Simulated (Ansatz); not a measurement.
Input and output of a relaxation of cell and atoms on zincblende BeTe (the PAW code Ansatz, r2SCAN). It starts from the PBE minimum.

Input (YAML):
```yaml
crystal:
  lattice:
    - [0.0, 2.8319820891, 2.8319820891]
    - [2.8319820891, 0.0, 2.8319820891]
    - [2.8319820891, 2.8319820891, 0.0]
  atoms:
    - { symbol: Be, position: [0.0, 0.0, 0.0] }
    - { symbol: Te, position: [0.25, 0.25, 0.25] }
kpoints:
  mp_grid: { grid: [8, 8, 8] }
hamiltonian:
  xc: r2scan
scf:
  occupations: { method: fermi_dirac, width: 0.02 }
relax:
  f_tol: 0.005
  cell: {}
```

Command: `ansatz run input.yaml --threads 4 --pin off --max-ram 7372MiB --backend cpu --events-out ev --progress --plain --runs-dir out`.

Task: It took 3.7 s on 4 threads of Arm Neoverse V1 (shared host), load about 0.3 per core. What peak of host memory did it reach?

Result: About 0.45 GiB.

Main lines of the log:
```
Functional definition: r2SCAN
Crystal: 2 atoms, lattice volume = 45.426 Å³
Basis set: ecut = 500 eV, 1139 PW (Γ)
Bands: 13, of which v1, the nominal top of the filled ones, is band 9 counted from 1 (8 counted from 0)
Symmetry: 24 space group operations
Space group: F-43m (ITA 216)
k-points: 29 of 512 (time reversal used)
preconditioner: auto → none  [insulator: Δε(μ)=2.339 eV  σ=0.020 eV  ℏωp=15.6 eV]
relax step 1: F+E_penalty+E_count = -7089.08928682 eV  P = -0.211 GPa  Ω = 45.426 Å³
relax step 2: F+E_penalty+E_count = -7089.08939103 eV  P = +0.097 GPa  Ω = 45.190 Å³
relax step 3: F+E_penalty+E_count = -7089.08940706 eV  P = -0.001 GPa  Ω = 45.264 Å³
relax step 4: F+E_penalty+E_count = -7089.08939322 eV  P = -0.001 GPa  Ω = 45.264 Å³  (SCF on a basis re-selected at this cell)
SCF converged after 4 iterations
Free energy (F): -7089.089393 eV
Fermi energy:    8.254461 eV
--- Per-component energies (eV) ---
  E_band       = -282.897260
  E_kinetic    = 199.212319
  E_local      = -1380.921135
  E_nonlocal   = -305.558075
  E_hartree    = 861.990994
  E_xc         = -133.474253
  E_vxc        = -132.910972
  E_paw        = -4748.186326
  E_vpaw       = -394.260603
  E_vtau       = 7.559165
  E_ewald      = -1582.425711
  E_core_change = 0.272828
--- Stress (GPa, compression-positive) ---
       -0.001050       0.000000       0.000000
        0.000000      -0.001050       0.000000
        0.000000       0.000000      -0.001050
  P = ⅓ Tr σ = -0.0010 GPa (-0.010 kbar)
--- Relaxed structure (3 steps of the walk, 3 accepted, 1 SCFs on fresh bases) ---
  F+E_penalty+E_count = -7089.08939322 eV
  cell:  # Å, volume = 45.2643 Å³
    - [0.000000, 2.828624, 2.828624]
    - [2.828624, 0.000000, 2.828624]
    - [2.828624, 2.828624, 0.000000]
  atoms:
    - { symbol: Be, position: [0.000000, 0.000000, 0.000000] }
    - { symbol: Te, position: [0.250000, 0.250000, 0.250000] }
```

The walk took 3 steps and changed the volume by -0.4 %. The last SCF, on a fresh basis, lies 0.1 meV an atom below the first. Final cell: space group F-43m (No. 216), cubic; a = 5.657 Å in the conventional setting, 22.63 Å³ an atom. Around Be lie 4 Te at 2.45 Å; around Te lie 4 Be at 2.45 Å.

Spin-unpolarised throughout; all numbers are computed.
